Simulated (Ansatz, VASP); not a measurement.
## V: VASP beside Ansatz

File INCAR:

```
SYSTEM = V
  PREC = Accurate
  ENCUT = 600
  EDIFF = 1E-6
  ISMEAR = -1
  SIGMA = 0.05
  LREAL = .FALSE.
  LASPH = .TRUE.
  NELM = 150
  ALGO = Normal
  ISIF = 3
  LWAVE = .FALSE.
  LCHARG = .FALSE.
  ISPIN = 2
  MAGMOM = 2
  LORBIT = 11
  LMAXMIX = 4
  GGA = B5
  ALDAX = 1.0
  AGGAX = 1.0
  AGGAC = 1.0
  ALDAC = 0.0
  IVDW = 13
  VDW_S6 = 1.0
  VDW_S8 = 2.34076671
  VDW_A1 = 0.44488865
  VDW_A2 = 4.0933009
  IBRION = 2
  NSW = 60
  EDIFFG = -0.01
```

Contents of KPOINTS:

```
Automatic mesh
0
G
  12 12 12
  0 0 0
```

Contents of POSCAR:

```
V
1.0
   -1.5143500000      1.5143500000      1.5143500000
    1.5143500000     -1.5143500000      1.5143500000
    1.5143500000      1.5143500000     -1.5143500000
V
1
Direct
    0.0000000000      0.0000000000      0.0000000000
```

input.yaml

```yaml
crystal:
  lattice:
    - [-1.51435, 1.51435, 1.51435]
    - [1.51435, -1.51435, 1.51435]
    - [1.51435, 1.51435, -1.51435]
  atoms:
    - { symbol: V, position: [0.0, 0.0, 0.0], spin: 2.0 }
hamiltonian:
  xc: blyp
  pseudopotentials: { kind: paw }
  dispersion: d4
magnetization:
  spin_polarized: true
kpoints:
  mp_grid: { grid: [12, 12, 12] }
scf:
  occupations: { method: fermi_dirac, width: 0.05 }
output:
  forces: true
  stress: true
  write_density: true
  write_potential: true
  elf: true
  volumetric_format: npy
relax:
  f_tol: 0.01
  max_steps: 40
  cell: { stress_tol: 0.05 }
```

Alike in both runs: task relaxation of cell and atoms; functional BLYP; dispersion D4; k mesh 12 × 12 × 12; occupations fermi-dirac, width 0.05 eV; collinear spin.

|  | VASP | Ansatz |
| --- | --- | --- |
| version | VASP 6.6.1 | Ansatz 0.2.0 |
| potentials or method | VASP PAW PBE potentials, release 64 (V_sv) | Ansatz PAW |
| plane-wave cutoff (eV) | 600 | 420 |
| valence electrons in the cell | 13 | 13 |

```csv
,VASP,Ansatz,Ansatz less VASP
"gap on the k mesh at the Fermi level, each at its own relaxed structure (eV)",none,none,-
net moment per atom (μB),0.00,0.00,0.000
relaxed volume (Å³/atom),13.27,13.25,-0.021
relaxed cell length with the largest relative difference (Å),2.583,2.582,-0.0013
energy change over the relaxation (meV/atom),-15,-16,-0.9
```

A gap of «none» marks a metal or a gap that the smearing closes.

Caveats: pairwise dispersion overbinds metals, which lowers pressure and volume; the PAW data sets were made with another functional, which shifts forces and pressure a little (VASP); the plane-wave basis is chosen anew once the cell has moved, so the energies of steps on either side of that aren't comparable (Ansatz); the PAW data sets come from PBE, with cores solved anew for the run's functional, which leaves a small shift of forces and pressure (Ansatz); the starting moments weren't kept (Ansatz).
